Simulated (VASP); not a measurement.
# BN (P6_3/mmc) in VASP: settings compared, part 3 of 3

VASP 6.6.1. The steps go on from the part before.

## (4) Band structure, PBE

Contents of INCAR:

```
SYSTEM = BN
ALGO     = Normal         ! electronic algorithm
EDIFF    = 1E-7           ! SCF threshold, eV
ENCUT    = 520            ! plane-wave cutoff, eV
GGA      = PE             ! functional
ISIF     = 2              ! what is computed and relaxed
ISMEAR   = 0              ! smearing method
KPAR     = 2            
LASPH    = .TRUE.         ! aspherical terms in the spheres
LCHARG   = .FALSE.        ! write CHGCAR
LREAL    = .FALSE.        ! projectors in reciprocal space
LWAVE    = .FALSE.        ! write WAVECAR
NBANDS   = 16             ! bands
NELM     = 80             ! most SCF steps
PREC     = Accurate       ! precision mode
SIGMA    = 0.03           ! smearing width, eV
```

Contents of KPOINTS:

```
k-points
0
G
  12 12 4
  0 0 0
```

Contents of POSCAR:

```
BN                                      
1.0
    2.5065023620      0.0000000000     -0.0000000000
   -1.2532511809      2.1706947202     -0.0000000000
   -0.0000000000      0.0000000000      6.5737408833
  B               N             
     2     2
Direct
     0.3333333332999970    0.6666666667000030    0.2500000000000000
     0.6666666667000030    0.3333333332999970    0.7500000000000000
     0.3333333332999970    0.6666666667000030    0.7500000000000000
     0.6666666667000030    0.3333333332999970    0.2500000000000000
```

Contents of KPOINTS_OPT:

```
explicit points
258
Reciprocal
 0.0000000000  0.0000000000  0.0000000000 1
 0.0263157895  0.0000000000  0.0000000000 1
 0.0526315789  0.0000000000  0.0000000000 1
 0.0789473684  0.0000000000  0.0000000000 1
 0.1052631579  0.0000000000  0.0000000000 1
 0.1315789474  0.0000000000  0.0000000000 1
[... 250 lines left out ...]
 0.5000000000  0.0000000000  0.0369636600 1
 0.5000000000  0.0000000000 -0.0369636600 1
```

Potentials or basis: VASP PAW PBE potentials, release 64 (B, N).

Launch:

```sh
cat potpaw_PBE.64/B/POTCAR potpaw_PBE.64/N/POTCAR > POTCAR
mpirun -np 2 vasp_std > vasp.out
```

OUTCAR:

```text
SYSTEM = BN
   EDIFF = 1E-7
   ENCUT = 520
   GGA = PE
   ISIF = 2
   ISMEAR = 0
   LASPH = .TRUE.
   LREAL = .FALSE.
   NELM = 80
   PREC = Accurate

 ion  position               nearest neighbor table
   1  0.333  0.667  0.250-   4 1.45   4 1.45   4 1.45
   2  0.667  0.333  0.750-   3 1.45   3 1.45   3 1.45
   3  0.333  0.667  0.750-   2 1.45   2 1.45   2 1.45
   4  0.667  0.333  0.250-   1 1.45   1 1.45   1 1.45

  LATTYP: Found a hexagonal cell.
 ALAT       =     2.5065023620
 C/A-ratio  =     2.6226749206

  Lattice vectors:

 A1 = (   2.5065023620,   0.0000000000,   0.0000000000)
 A2 = (  -1.2532511809,   2.1706947202,   0.0000000000)
 A3 = (   0.0000000000,   0.0000000000,   6.5737408833)

Analysis of symmetry for initial positions (statically):
=====================================================================
 Subroutine PRICEL returns:
 Original cell was already a primitive cell.

 Routine SETGRP: Setting up the symmetry group for a
 hexagonal supercell.

 Subroutine GETGRP returns: Found 24 space group operations
 (whereof 12 operations were pure point group operations)
 out of a pool of 24 trial point group operations.
[... 167 lines left out ...]
  free energy    TOTEN  =       -35.14713472 eV

  energy without entropy =      -35.14713472  energy(sigma->0) =      -35.14713472

 E-fermi :   2.5328     XC(G=0): -10.1304

 val. band max:        2.3480804646   @ k =   0.3333   0.2500   0.0000
 cond. band min:       6.5989837097   @ k =   0.5000  -0.0000   0.0000
 fundamental gap:      4.2509032452
 Fermi energy:         2.5327517140

 k-point     1 :       0.0000    0.0000    0.0000
  band No.  band energies     occupation
      1     -15.4501      2.00000
      2     -15.1319      2.00000
      3      -3.9018      2.00000
      4      -1.6683      2.00000
      5       1.0074      2.00000
      6       1.0074      2.00000
[... 433 lines left out ...]
      3      -4.5406      2.00000
      4      -4.4766      2.00000
      5      -1.2346      2.00000
      6      -1.1866      2.00000
[... 8 lines left out ...]
     15      19.1658      0.00000
     16      20.8662      0.00000

 [... further k-points ...]
[... 5 lines left out ...]
  --------------------------------------------------------------------------------------
  -------------------------------------------------------------------------------------
  Total        0.6019709      0.6019709      0.7043121      0.0000000      0.0000000      0.0000000
  in kB       26.9653872     26.9653872     31.5497755      0.0000000      0.0000000      0.0000000
  external PRESSURE =      28.4935166 kB  Pullay stress =       0.0000000 kB

 VOLUME and BASIS-vectors are now :
 -----------------------------------------------------------------------------
  energy-cutoff  :      520.00
  volume of cell :       35.77
      direct lattice vectors                 reciprocal lattice vectors
     2.506502362  0.000000000  0.000000000     0.398962321  0.230341003  0.000000000
    -1.253251181  2.170694720  0.000000000     0.000000000  0.460682007  0.000000000
     0.000000000  0.000000000  6.573740883     0.000000000  0.000000000  0.152120386

 POSITION                                       TOTAL-FORCE (eV/Angst)
 -----------------------------------------------------------------------------------
     -0.00000      1.44713      1.64344        -0.000000     -0.000000      0.000000
      1.25325      0.72356      4.93031         0.000000      0.000000      0.000000
     -0.00000      1.44713      4.93031         0.000000      0.000000      0.000000
      1.25325      0.72356      1.64344         0.000000     -0.000000      0.000000
 -----------------------------------------------------------------------------------
    total drift:                               -0.000000      0.000000      0.000000

  FREE ENERGIE OF THE ION-ELECTRON SYSTEM (eV)
  ---------------------------------------------------
  free  energy   TOTEN  =       -35.1471347215 eV

  energy  without entropy=      -35.1471347215  energy(sigma->0) =      -35.14713472
```

OSZICAR:

```text
N       E                     dE             d eps       ncg     rms          rms(c)
DAV:   1     0.517262046115E+02    0.51726E+02   -0.80497E+03  1824   0.926E+02
DAV:   2    -0.352880198592E+02   -0.87014E+02   -0.78404E+02  2544   0.224E+02
DAV:   3    -0.386505851107E+02   -0.33626E+01   -0.33473E+01  2440   0.438E+01
[... 50 lines left out ...]
DAV:   9    -0.411075427347E+04   -0.11295E-07     1544
       N       E                     dE             ncg
DAV:   1     0.191122448546E+05   -0.23865E+05      960
DAV:   2     0.169437502533E+05   -0.21685E+04     1296
DAV:   3     0.168695507208E+05   -0.74200E+02     1232
DAV:   4     0.168691090551E+05   -0.44167E+00     1208
DAV:   5     0.168691053280E+05   -0.37270E-02     1288
DAV:   6     0.168691052886E+05   -0.39414E-04     1136
DAV:   7     0.168691052881E+05   -0.47229E-06     1264
DAV:   8     0.168691052881E+05   -0.79417E-08      952
```

stdout:

```text
POSCAR found type information on POSCAR B N
 POSCAR found :  2 types and       4 ions
 scaLAPACK will be used
 LDA part: xc-table for (Slater+PW92), standard interpolation
 POSCAR, INCAR and KPOINTS ok, starting setup
 FFT: planning ... GRIDC
 FFT: planning ... GRID_SOFT
 FFT: planning ... GRID
 WAVECAR not read
 entering main loop
 Start KPOINTS_OPT (optional k-point list driver)
k-point batch [1-57\258]
k-point batch [58-114\258]
k-point batch [115-171\258]
k-point batch [172-228\258]
k-point batch [229-258\258]
```

It took 31 s on 2 MPI ranks of AMD EPYC 9R45 (Zen 5), shared host; peak memory 0.14 GiB.

What came out:

* Free energy: -35.1471 eV
* Pressure: 2.8 GPa
* Band gap on the k mesh: 4.25 eV, indirect (least direct gap 4.63 eV)
* Band gap along the path: 4.21 eV, indirect (least direct gap 4.63 eV)

Stress tensor (GPa, compression positive):
```
2.70 0.00 0.00
0.00 2.70 0.00
0.00 0.00 3.15
```

Levels at the corners of the path, in eV from the valence-band top:
```tsv
point	band 4	band 5	band 6	band 7	band 8	band 9	band 10	band 11	band 12	band 13
Γ	-4.06	-1.38	-1.38	-1.34	-1.34	5.28	10.38	11.47	11.47	11.61
M	-8.87	-4.19	-4.12	-1.52	-0.45	4.21	5.64	9.47	9.87	12.71
M	-8.87	-4.19	-4.12	-1.52	-0.45	4.21	5.64	9.47	9.87	12.71
K	-7.83	-7.19	-7.19	-0.14	-0.14	4.82	4.82	10.70	13.17	13.17
K	-7.83	-7.19	-7.19	-0.14	-0.14	4.82	4.82	10.70	13.17	13.17
Γ	-4.06	-1.38	-1.38	-1.34	-1.34	5.28	10.38	11.47	11.47	11.61
Γ	-4.06	-1.38	-1.38	-1.34	-1.34	5.28	10.38	11.47	11.47	11.61
A	-5.31	-1.36	-1.36	-1.36	-1.36	7.70	7.70	11.54	11.54	11.54
A	-5.31	-1.36	-1.36	-1.36	-1.36	7.70	7.70	11.54	11.54	11.54
L	-8.91	-4.15	-4.15	-0.96	-0.96	4.68	4.68	9.85	9.85	13.59
L	-8.91	-4.15	-4.15	-0.96	-0.96	4.68	4.68	9.85	9.85	13.59
H	-7.92	-7.19	-7.19	-0.05	-0.05	4.58	4.58	11.95	11.95	13.85
H	-7.92	-7.19	-7.19	-0.05	-0.05	4.58	4.58	11.95	11.95	13.85
A	-5.31	-1.36	-1.36	-1.36	-1.36	7.70	7.70	11.54	11.54	11.54
L	-8.91	-4.15	-4.15	-0.96	-0.96	4.68	4.68	9.85	9.85	13.59
M	-8.87	-4.19	-4.12	-1.52	-0.45	4.21	5.64	9.47	9.87	12.71
K	-7.83	-7.19	-7.19	-0.14	-0.14	4.82	4.82	10.70	13.17	13.17
H	-7.92	-7.19	-7.19	-0.05	-0.05	4.58	4.58	11.95	11.95	13.85
```

Caveat: this functional lacks dispersion, which binds the layers, so the pressure and a relaxed spacing across them are unreliable.

## (5) Band structure, LDA

Changes to INCAR since step 4:

```diff
@@ -4,3 +4,3 @@
 ENCUT    = 520            ! plane-wave cutoff, eV
-GGA      = PE             ! functional
+GGA      = CA             ! functional
 ISIF     = 2              ! what is computed and relaxed
```

KPOINTS is that of step 4.

POSCAR is that of step 4.

KPOINTS_OPT is that of step 4.

Potentials or basis: VASP PAW LDA potentials, release 64 (B, N).

Launch:

```sh
cat potpaw_LDA.64/B/POTCAR potpaw_LDA.64/N/POTCAR > POTCAR
mpirun -np 2 vasp_std > vasp.out
```

Run time: 34 s. Hardware: 2 MPI ranks of AMD EPYC 9R45 (Zen 5), shared host; peak memory 0.13 GiB.

Results (log left out):

- Free energy: -38.5707 eV
- Pressure: -4.8 GPa
- Band gap on the k mesh: 4.05 eV, indirect (least direct gap 4.46 eV)
- Band gap along the path: 4.00 eV, indirect (least direct gap 4.46 eV)

Stress tensor (GPa, compression positive):
```
-6.95  0.00  0.00
 0.00 -6.95  0.00
 0.00  0.00 -0.51
```

Levels at the corners of the path, in eV from the valence-band top:
```csv
point,band 4,band 5,band 6,band 7,band 8,band 9,band 10,band 11,band 12,band 13
Γ,-4.09,-1.40,-1.40,-1.36,-1.36,4.96,10.10,11.35,11.35,11.49
M,-8.84,-4.21,-4.13,-1.57,-0.45,4.00,5.51,9.40,9.85,12.27
M,-8.84,-4.21,-4.13,-1.57,-0.45,4.00,5.51,9.40,9.85,12.27
K,-7.89,-7.10,-7.10,-0.15,-0.15,4.69,4.69,10.28,12.93,12.93
K,-7.89,-7.10,-7.10,-0.15,-0.15,4.69,4.69,10.28,12.93,12.93
Γ,-4.09,-1.40,-1.40,-1.36,-1.36,4.96,10.10,11.35,11.35,11.49
Γ,-4.09,-1.40,-1.40,-1.36,-1.36,4.96,10.10,11.35,11.35,11.49
A,-5.39,-1.38,-1.38,-1.38,-1.38,7.43,7.43,11.42,11.42,11.42
A,-5.39,-1.38,-1.38,-1.38,-1.38,7.43,7.43,11.42,11.42,11.42
L,-8.88,-4.17,-4.17,-0.99,-0.99,4.50,4.50,9.83,9.83,13.18
L,-8.88,-4.17,-4.17,-0.99,-0.99,4.50,4.50,9.83,9.83,13.18
H,-7.99,-7.10,-7.10,-0.05,-0.05,4.43,4.43,11.53,11.53,13.66
H,-7.99,-7.10,-7.10,-0.05,-0.05,4.43,4.43,11.53,11.53,13.66
A,-5.39,-1.38,-1.38,-1.38,-1.38,7.43,7.43,11.42,11.42,11.42
L,-8.88,-4.17,-4.17,-0.99,-0.99,4.50,4.50,9.83,9.83,13.18
M,-8.84,-4.21,-4.13,-1.57,-0.45,4.00,5.51,9.40,9.85,12.27
K,-7.89,-7.10,-7.10,-0.15,-0.15,4.69,4.69,10.28,12.93,12.93
H,-7.99,-7.10,-7.10,-0.05,-0.05,4.43,4.43,11.53,11.53,13.66
```

## (6) The runs side by side

```tsv
task	level	potentials or basis	cell	k mesh	cutoff (eV)	smearing	GW scheme	GW iterations	cutoff of the response function	frequency points	empty bands	mesh quality	gap on the mesh (eV)	pressure (GPa)
evGW0 quasiparticle levels	PBE	VASP PAW PBE potentials, release 64 (B_GW, N_GW)	P6_3/mmc, 8.94 Å³/atom	6 × 6 × 2	500	gaussian 0.01 eV	evGW0	4	150	48	134	coarse	-	-
phonons	rev-vdW-DF2	VASP PAW PBE potentials, release 64 (B, N)	P6_3/mmc, 8.83 Å³/atom	12 × 12 × 4	600	gaussian 0.03 eV	-	-	-	-	-	not flagged	-	-
band structure	PBE	VASP PAW PBE potentials, release 64 (B, N)	P6_3/mmc, 8.94 Å³/atom	12 × 12 × 4	520	gaussian 0.03 eV	-	-	-	-	-	not flagged	4.25	2.8
band structure	LDA	VASP PAW LDA potentials, release 64 (B, N)	P6_3/mmc, 8.94 Å³/atom	12 × 12 × 4	520	gaussian 0.03 eV	-	-	-	-	-	not flagged	4.05	-4.8
```

Alike in all rows: no spin polarisation.

Caveats: some runs use coarse meshes; this functional lacks dispersion, which binds the layers, so the pressure and a relaxed spacing across them are unreliable (some runs); the cutoff is under 1.25 times the usual one of these potentials, so pressure, stress and relaxed cells hold a basis-set (Pulay) error (some runs); bands, screening cutoff and mesh are small and nothing is extrapolated, so the quasiparticle values aren't converged (some runs); the PAW data sets were made with another functional, which shifts forces and pressure a little (some runs).

Total energies depend on the potentials used, so only differences within one code and one set of settings carry meaning.
